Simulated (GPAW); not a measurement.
# TiCo (Pm-3m) in GPAW: single point with PBE

Aim: the single point of TiCo with PBE.

Everything below comes from runs of GPAW 26.7.0. Logs are shortened: lines on timing, memory, paths and dates and some standing lists are left out, and cuts for length are marked. The log counts tension as positive stress, the text compression.

## 1. The crystal as given

Symmetry: Pm-3m, No. 221, cubic system. The conventional cell has a = 2.986 Å, b = 2.986 Å, c = 2.986 Å, α = 90.00°, β = 90.00°, γ = 90.00°. Co (site symmetry m-3m) is surrounded by 8 Ti at 2.59 Å. Ti (site symmetry m-3m) has 8 Co at 2.59 Å as nearest neighbours.

The cell comes from a database or a generator and needn't be the stable form of this composition.

## 2. Single point, PBE, collinear spin, ferromagnetic start

run.py reads:

```python
from ase.dft.bandgap import bandgap
from ase.io import read, write
from ase.units import GPa
from gpaw import GPAW, PW

atoms = read('POSCAR')
atoms.set_initial_magnetic_moments([2.0, 1.0])

calc = GPAW(mode=PW(600),
            xc='PBE',
            kpts={'size': (9, 9, 9), 'gamma': True},
            occupations={'name': 'methfessel-paxton', 'order': 0, 'width': 0.1},
            nbands=23,
            convergence={'density': 1e-05, 'energy': 1e-05},
            maxiter=150,
            txt='gpaw.txt')
atoms.calc = calc
energy = atoms.get_potential_energy()
forces = atoms.get_forces()
stress = atoms.get_stress()
calc.write('gs.gpw')
write('result.traj', atoms)
print(f'Energy: {energy:.6f} eV')
print('Forces (eV/A):')
print(forces.round(4))
print('Stress (GPa):', (stress / GPa).round(3))
print('Moments:', calc.get_magnetic_moments().round(3))
print('Fermi level:', round(calc.get_fermi_level(), 4), 'eV')
print(f'Gap: {bandgap(calc)[0]:.4f} eV, direct: {bandgap(calc, direct=True)[0]:.4f} eV')
```

POSCAR reads:

```
TiCo
1.0
    2.9861109900      0.0000000000      0.0000000000
    0.0000000000      2.9861109900      0.0000000000
    0.0000000000      0.0000000000      2.9861109900
Co Ti
1 1
Direct
    0.5000000000      0.5000000000      0.5000000000
    0.0000000000      0.0000000000      0.0000000000
```

Potentials or basis: GPAW PAW data sets (gpaw-data 1.2.1), pw.

Started as:

```sh
OMP_NUM_THREADS=1 python run.py
```

gpaw.txt:

```text
__  _  _
 | _ |_)|_||  |
 |__||  | ||/\| - 26.7.0

Input parameters:
  mode=PW(ecut=600.0),
  convergence={'density': 1e-05, 'energy': 1e-05},
  kpts=MonkhorstPack(size=(9, 9, 9), gamma=True),
  maxiter=150,
  nbands=23,
  occupations=Occupations(name='methfessel-paxton', order=0, width=0.1),
  xc=XC(name='PBE')

Diagonalizing LCAO Hamiltonian
Converting LCAO to pw mode
   .------.
  /|      |
 * |      |
 | | Co   |
 | .------.
 |/      /
 Ti-----*

Atoms  # Å, Bohr magnetons
|   | symbol |        x |        y |        z |    initial magnetic moments |
|---|--------|----------|----------|----------|-----------------------------|
| 0 |     Co | 1.493055 | 1.493055 | 1.493055 | ( 0.0000,  0.0000,  2.0000) |
| 1 |     Ti | 0.000000 | 0.000000 | 0.000000 | ( 0.0000,  0.0000,  1.0000) |

Unit cell  # Å
| periodic |        x |        y |        z |  lengths |    angles |
|----------|----------|----------|----------|----------|-----------|
|      yes | 2.986111 | 0.000000 | 0.000000 | 2.986111 | 90.000000 |
|      yes | 0.000000 | 2.986111 | 0.000000 | 2.986111 | 90.000000 |
|      yes | 0.000000 | 0.000000 | 2.986111 | 2.986111 | 90.000000 |

Number of symmetries: 48
Symmetry operations  # r_c * U_cc + t_c -> r_c
|    | kind |            matrix            |
|----|------|------------------------------|
|  0 |  E   |  1, 0, 0,  0, 1, 0,  0, 0, 1 |
|  1 |  σ   |  1, 0, 0,  0, 1, 0,  0, 0,-1 |
|  2 |  σ   |  1, 0, 0,  0, 0, 1,  0, 1, 0 |
|  3 |  C4  |  1, 0, 0,  0, 0, 1,  0,-1, 0 |
|  4 |  C4  |  1, 0, 0,  0, 0,-1,  0, 1, 0 |
|  5 |  σ   |  1, 0, 0,  0, 0,-1,  0,-1, 0 |
|  6 |  σ   |  1, 0, 0,  0,-1, 0,  0, 0, 1 |
|  7 |  C2  |  1, 0, 0,  0,-1, 0,  0, 0,-1 |
|  8 |  σ   |  0, 1, 0,  1, 0, 0,  0, 0, 1 |
|  9 |  C2  |  0, 1, 0,  1, 0, 0,  0, 0,-1 |
| 10 |  C3  |  0, 1, 0,  0, 0, 1,  1, 0, 0 |
| 11 |  S6  |  0, 1, 0,  0, 0, 1, -1, 0, 0 |
| 12 |  S6  |  0, 1, 0,  0, 0,-1,  1, 0, 0 |
| 13 |  C3  |  0, 1, 0,  0, 0,-1, -1, 0, 0 |
| 14 |  C4  |  0, 1, 0, -1, 0, 0,  0, 0, 1 |
| 15 |  S4  |  0, 1, 0, -1, 0, 0,  0, 0,-1 |
| 16 |  C3  |  0, 0, 1,  1, 0, 0,  0, 1, 0 |
| 17 |  S6  |  0, 0, 1,  1, 0, 0,  0,-1, 0 |
| 18 |  σ   |  0, 0, 1,  0, 1, 0,  1, 0, 0 |
| 19 |  C4  |  0, 0, 1,  0, 1, 0, -1, 0, 0 |
| 20 |  C2  |  0, 0, 1,  0,-1, 0,  1, 0, 0 |
| 21 |  S4  |  0, 0, 1,  0,-1, 0, -1, 0, 0 |
| 22 |  S6  |  0, 0, 1, -1, 0, 0,  0, 1, 0 |
| 23 |  C3  |  0, 0, 1, -1, 0, 0,  0,-1, 0 |
| 24 |  S6  |  0, 0,-1,  1, 0, 0,  0, 1, 0 |
| 25 |  C3  |  0, 0,-1,  1, 0, 0,  0,-1, 0 |
| 26 |  C4  |  0, 0,-1,  0, 1, 0,  1, 0, 0 |
| 27 |  σ   |  0, 0,-1,  0, 1, 0, -1, 0, 0 |
| 28 |  S4  |  0, 0,-1,  0,-1, 0,  1, 0, 0 |
| 29 |  C2  |  0, 0,-1,  0,-1, 0, -1, 0, 0 |
| 30 |  C3  |  0, 0,-1, -1, 0, 0,  0, 1, 0 |
| 31 |  S6  |  0, 0,-1, -1, 0, 0,  0,-1, 0 |
| 32 |  C4  |  0,-1, 0,  1, 0, 0,  0, 0, 1 |
| 33 |  S4  |  0,-1, 0,  1, 0, 0,  0, 0,-1 |
| 34 |  S6  |  0,-1, 0,  0, 0, 1,  1, 0, 0 |
| 35 |  C3  |  0,-1, 0,  0, 0, 1, -1, 0, 0 |
| 36 |  C3  |  0,-1, 0,  0, 0,-1,  1, 0, 0 |
| 37 |  S6  |  0,-1, 0,  0, 0,-1, -1, 0, 0 |
| 38 |  σ   |  0,-1, 0, -1, 0, 0,  0, 0, 1 |
| 39 |  C2  |  0,-1, 0, -1, 0, 0,  0, 0,-1 |
| 40 |  σ   | -1, 0, 0,  0, 1, 0,  0, 0, 1 |
| 41 |  C2  | -1, 0, 0,  0, 1, 0,  0, 0,-1 |
| 42 |  C2  | -1, 0, 0,  0, 0, 1,  0, 1, 0 |
| 43 |  S4  | -1, 0, 0,  0, 0, 1,  0,-1, 0 |
| 44 |  S4  | -1, 0, 0,  0, 0,-1,  0, 1, 0 |
| 45 |  C2  | -1, 0, 0,  0, 0,-1,  0,-1, 0 |
| 46 |  C2  | -1, 0, 0,  0,-1, 0,  0, 0, 1 |
| 47 |  i   | -1, 0, 0,  0,-1, 0,  0, 0,-1 |

BZ-sampling:
  Number of BZ points: 729
  Number of IBZ points: 35

  Monkhorst-Pack size: [9, 9, 9]
  Monkhorst-Pack shift: [0, 0, 0]

K-points  # in reciprocal-cell coordinates
|     |                                coordinates |     weight |
|-----|--------------------------------------------|------------|
|   0 | (  0.00000000,   0.00000000,   0.00000000) | 0.00137174 |
|   1 | (  0.11111111,   0.00000000,   0.00000000) | 0.00823045 |
|   2 | (  0.11111111,   0.11111111,   0.00000000) | 0.01646091 |
|   3 | (  0.11111111,   0.11111111,   0.11111111) | 0.01097394 |
|   4 | (  0.22222222,   0.00000000,   0.00000000) | 0.00823045 |
|   5 | (  0.22222222,   0.11111111,   0.00000000) | 0.03292181 |
|   6 | (  0.22222222,   0.11111111,   0.11111111) | 0.03292181 |
|   7 | (  0.22222222,   0.22222222,   0.00000000) | 0.01646091 |
|   8 | (  0.22222222,   0.22222222,   0.11111111) | 0.03292181 |
|   9 | (  0.22222222,   0.22222222,   0.22222222) | 0.01097394 |
| ... |                                            |            |
|  34 | (  0.44444444,   0.44444444,   0.44444444) | 0.01097394 |

Plane wave coefficients: 905
Cutoff: 600.0 eV

Spin-components: 2 (collinear spins)
Bands:           23
Projectors:      12
Spin-degeneracy: 1
Datatype:        complex128

Parallelization:
  kpt:    1
  domain: 1
  band:   1

Density:
  Valence electrons: 21.0
  Components: 2
  Grid points: [18 18 18]
  Charge: 0.0  # |e|

Potential:
  Grid points: [18 18 18]

species:
  Co:
    name:    Cobalt
    Z:       27.0
    valence: 9
    core:    18
    charge:  0.0  # [|e|]
    compensation charges:
      type: gauss
      rc: 0.32  # [Å]
      lmax: 2
    cutoffs:
      filter: 1.87  # [Å]
      core: 2.55  # [Å]
    projectors
    | kind |    occ | energy [eV] | rcut [Å] |
    |------|--------|-------------|----------|
    |   4s |  2.000 |      -5.469 |    1.005 |
    |   4p |  0.000 |      -1.277 |    1.058 |
    |   3d |  7.000 |      -8.205 |    1.005 |
    |    s |        |      21.742 |    1.005 |
    |    p |        |      25.934 |    1.058 |
    |    d |        |      19.007 |    1.005 |

    Using partial waves for Co as LCAO basis

  Ti:
    name:    Titanium
    Z:       22.0
    valence: 12
    core:    10
    charge:  0.0  # [|e|]
    compensation charges:
      type: gauss
      rc: 0.38  # [Å]
      lmax: 2
    cutoffs:
      filter: 2.23  # [Å]
      core: 1.02  # [Å]
    projectors
    | kind |    occ | energy [eV] | rcut [Å] |
    |------|--------|-------------|----------|
    |   3s |  2.000 |     -62.623 |    1.270 |
    |   4s |  2.000 |      -4.466 |    1.270 |
    |   3p |  6.000 |     -38.862 |    1.058 |
    |   4p |  0.000 |      -1.466 |    1.058 |
    |   3d |  2.000 |      -4.258 |    1.058 |
    |    d |        |      22.953 |    1.058 |

    Using partial waves for Ti as LCAO basis

Reference energy: -61126.724187  # eV

eigensolver:
  PPCG
  Converge bands: occupied
  niter=2

density mixing:
  MSR1-Mixer
  Pratt-step length: 0.05
  Maximum mixing coefficient: 0.75
  Old densities: 10
  SVD Regularization: 0.005
  Good broyden scale: 1.0
  Trust region scale: 1.0
  Backstep threshold: 4.0
  History deletion threshold: 6.0
  Fourier metric: weight=20.0, sigma=0.015

occupation numbers:
  Methfessel-Paxton:
    width: 0.1000  # eV
    order: 0

poisson solver:
  ecut: 4800.0  # eV

xc functional:
  name: PBE with 2 nearest neighbor stencil

convergence criteria:
- Maximum integral of absolute [dens]ity change: 1e-05 electrons / valence electron
- Maximum [total energy] change in last 3 cyles: 1e-05 eV / valence electron
- Maximum integral of absolute [eigenst]ate change: 4e-08 eV^2 / valence electron
maximum number of iterations: 150

SCF iterations
|iter     | |      energy | eigst |  dens |  magmom |
|---------|-|-------------|-------|-------|---------|
|iter:   1| |  -16.280677 | +0.12 |       |  +3.0077|
|iter:   2| |  -15.751194 | -2.19 | -0.71 |  +2.9022|
|iter:   3| |  -15.539374 | -2.45 | -0.83 |  +2.5812|
|iter:   4| |  -15.625715 | -2.21 | -0.97 |  +1.9380|
|iter:   5| |  -15.702697 | -3.45 | -1.24 |  +1.5092|
|iter:   6| |  -15.752878 | -2.94 | -1.49 |  +0.9262|
|iter:   7| |  -15.748836 | -3.97 | -1.88 |  +0.8418|
|iter:   8| |  -15.748696 | -5.00 | -2.41 |  +0.8300|
|iter:   9| |  -15.748954 | -4.90 | -2.75 |  +0.8275|
|iter:  10| |  -15.748969 | -5.94 | -3.30 |  +0.8261|
|iter:  11| |  -15.748971c| -6.03 | -3.57 |  +0.8248|
|iter:  12| |  -15.748966c| -7.03 | -3.78 |  +0.8241|
|iter:  13| |  -15.748964c| -7.24 | -4.05 |  +0.8243|
|iter:  14| |  -15.748965c| -8.02c| -4.38 |  +0.8247|
|iter:  15| |  -15.748965c| -7.61c| -4.79 |  +0.8249|
|iter:  16| |  -15.748965c| -8.45c| -5.31c|  +0.8250|

Converged in 16 steps
Energy contributions relative to reference atoms: (reference = -61126.724187)

Energy contributions:
  Kinetic:          14.668307
  Coulomb:         -13.691036
  Zero:              0.005370
  External:          0.000000
  Xc:              -16.726396
  Entropy:          -0.010422
  Spinorbit:         0.000000
  ----------------------------
  Free energy:     -15.754177
  Extrapolated:    -15.748965

dipole moment: (-9.525921, -9.525921, -9.525921)  # |e|*Ang

Total magnetic moment: (0.000000, 0.000000, 0.824978)

Local magnetic moments
|        x |        y |         z |
|----------|----------|-----------|
| 0.000000 | 0.000000 |  0.907547 |  # Co   0
| 0.000000 | 0.000000 | -0.019236 |  # Ti   1

Fermi level: 10.238
Eigenvalues  # (at kpt = [0.000, 0.000, 0.000])
| band index |      eig [eV] | occ [0-1] |      eig [eV] | occ [0-1] |
|------------|---------------|-----------|---------------|-----------|
|          0 |       -46.881 |     1.000 |       -46.897 |     1.000 |
|        ... |               |           |               |           |
|          2 |       -23.000 |     1.000 |       -23.016 |     1.000 |
|          3 |       -23.000 |     1.000 |       -23.016 |     1.000 |
|          4 |         2.494 |     1.000 |         2.474 |     1.000 |
|          5 |         6.032 |     1.000 |         6.682 |     1.000 |
|          6 |         6.032 |     1.000 |         6.682 |     1.000 |
|          7 |         8.354 |     1.000 |         8.894 |     1.000 |
|          8 |         8.354 |     1.000 |         8.894 |     1.000 |
|          9 |         8.354 |     1.000 |         8.894 |     1.000 |
|         10 |        10.715 |     0.000 |        11.257 |     0.000 |
|         11 |        10.715 |     0.000 |        11.257 |     0.000 |
|         12 |        12.911 |     0.000 |        13.006 |     0.000 |
|         13 |        12.911 |     0.000 |        13.006 |     0.000 |
|         14 |        12.911 |     0.000 |        13.006 |     0.000 |
|         15 |        19.085 |     0.000 |        19.113 |     0.000 |
|         16 |        19.085 |     0.000 |        19.113 |     0.000 |
|         17 |        19.085 |     0.000 |        19.113 |     0.000 |
|        ... |               |           |               |           |
|         22 |        31.252 |     0.000 |        31.114 |     0.000 |

No gap
No difference between direct/indirect transitions

Forces  # eV/Ang
|        x |        y |        z |
|----------|----------|----------|
|  0.00000 |  0.00000 |  0.00000 |  # Co   0
| -0.00000 | -0.00000 | -0.00000 |  # Ti   1

Stress tensor  # eV/Ang^3
|        x |        y |        z |
|----------|----------|----------|
| 0.006427 | 0.000000 | 0.000000 |
| 0.000000 | 0.006427 | 0.000000 |
| 0.000000 | 0.000000 | 0.006427 |

# Writing to gs.gpw (mode='')
```

Wall time 49 s (1 thread of Intel Xeon Platinum 8259CL at 2.50GHz (Skylake/Cascade Lake), shared host); peak memory 0.17 GiB.

What came out:

| Quantity | Value |
| --- | --- |
| Free energy | -15.7542 eV |
| Pressure | -1.0 GPa |
| Band gap on the k mesh | none (metal or under the smearing width) |
| Net moment | 0.82 μB per cell |
| Site moments | Co +0.91; Ti -0.02 μB |
